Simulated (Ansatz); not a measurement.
Trial structure of Hf, not yet relaxed:

Space group Pmmn:1 (No. 59). a = 3.685 Å, b = 3.887 Å, c = 3.426 Å, α = 90.00°, β = 90.00°, γ = 90.00°
```tsv
atom	site	symmetry	x	y	z
Hf	2b	mm2	0.0000	0.5000	0.9102
```

Computed with Ansatz 0.2.0, DFT PBE, scalar-relativistic, plane waves, PAW. Cutoff 420 eV; k points 6×4×6 on the computed 2-atom cell (Γ-centred); Gaussian smearing, width 0.10 eV; no spin polarisation.

Energies count from the standard state of Hf at the same level.

Task: What does a single point on this coarse mesh give?

Result: The pressure is 2.1 GPa (the mean over three directions, positive in compression), the largest force is 1.87 eV/Å, and the energy is +1.13 eV/atom against the standard state. The shortest distance is 2.75 Å.

Task: Is it a good guess?

Result: A poor one: relaxing gains about 1.1 eV/atom (the start's value is from the coarse mesh, so the gain is rough) in 18 ionic steps and ends at +0.07 eV/atom on the finer mesh. The symmetry goes from Pmmn (No. 59) to Fm-3m (No. 225), and the primitive cell from 2 to 1 atom. The end has the fcc type. The volume per atom shrinks by 8.1 %, from 24.5 to 22.5 Å³. The shortest distance goes from 2.75 Å (Hf–Hf) to 3.17 Å (Hf–Hf). Conventional cell: a = 4.485 Å. Hf is surrounded by 12 Hf at 3.17 Å.

The last run used a 24×24×24 mesh for its 1-atom cell and Gaussian smearing of 0.10 eV. These runs have no spin–orbit coupling, which can matter for Hf. The relaxation can't lower the symmetry of the start, and the grade says only how near the guess is to its own end. A structure relaxed within its symmetry needn't be a true minimum.
